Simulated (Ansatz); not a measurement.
The system is TiO2.

```
CELL_PARAMETERS angstrom
-4.35076 4.35076 1.88756
4.35076 -4.35076 1.88756
4.35076 4.35076 -1.88756
ATOMIC_POSITIONS crystal
Ti 0.29228 0.99714 0.28943
Ti 0.00286 0.29228 0.29514
Ti 0.99714 0.70772 0.70486
Ti 0.70772 0.00286 0.71057
O 0.49886 0.84922 0.34808
O 0.16166 0.15960 0.32126
O 0.15078 0.49886 0.64965
O 0.15960 0.83834 0.99794
O 0.84040 0.16166 0.00206
O 0.84922 0.50114 0.35035
O 0.83834 0.84040 0.67874
O 0.50114 0.15078 0.65192
```

Measurements of this composition are mostly on another form, of space group No. 141.

Base run:

* Program: Ansatz 0.2.0
* Functional: revPBE
* Potentials or basis: Ansatz PAW
* Cutoff: 420 eV (not typed: the program's choice for these potentials)
* k mesh: 8 × 8 × 8
* Occupations: fermi-dirac, width 0.05 eV
* Spin: no spin polarisation

Its results: band gap on the k mesh 1.68 eV, indirect (least direct gap 2.36 eV); pressure 6.4 GPa; largest force 0.191 eV/Å.

Q: The run is repeated on the same cell with these changes: functional from revPBE to PBE; k mesh from 8 × 8 × 8 to 6 × 6 × 6. What comes out?

A: Band gap on the k mesh 1.64 eV, indirect (least direct gap 2.33 eV); pressure 3.2 GPa; largest force 0.192 eV/Å.

Several settings changed at once, so the effect can't be laid on one alone.

Caveats: the PAW data sets come from PBE, with cores solved anew for the run's functional, which leaves a small shift of forces and pressure (some runs).
